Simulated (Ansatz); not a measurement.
## NaH: changes ranked by their effect on the pressure

```
CELL_PARAMETERS angstrom
0.00000 2.44000 2.44000
2.44000 0.00000 2.44000
2.44000 2.44000 0.00000
ATOMIC_POSITIONS crystal
Na 0.00000 0.00000 0.00000
H 0.50000 0.50000 0.50000
```

Atom numbers follow the list: Na1, H2.

Conventional cell: a = 4.880 Å, b = 4.880 Å, c = 4.880 Å, α = 90.00°, β = 90.00°, γ = 90.00°. Na (atom 1) is surrounded by 6 H at 2.44 Å. H (atom 2) is surrounded by 6 Na at 2.44 Å.

The cell is COD entry 9008680, as deposited and not checked against the literature; nothing was relaxed.

Theory: DFT, PBE, all-electron LAPW, scalar-relativistic in Ansatz 0.2.0.

Sampling and basis: a Γ-centred 9×9×9 k mesh, Fermi–Dirac smearing of 0.03 eV, basis error target 1 meV/atom, no spin polarisation.

In this reference run the pressure is -0.6 GPa (positive in compression). Each change below is made alone, on the same k mesh, with fractional coordinates held unless an atom is moved; x, y and z are the Cartesian axes.

(1) One change shifts the pressure by -2.0 GPa. Which?
A. x and y strained by +1.5 %, z held
B. volume scaled by 0.98
C. atom 2 (H) moved by (0.0354, 0.0354, 0.0000) Å
D. functional lda

Answers

(1) D. The others give: atom 2 (H) moved by (0.0354, 0.0354, 0.0000) Å, 0.0 GPa; x and y strained by +1.5 %, z held, -0.6 GPa; volume scaled by 0.98, +0.4 GPa.
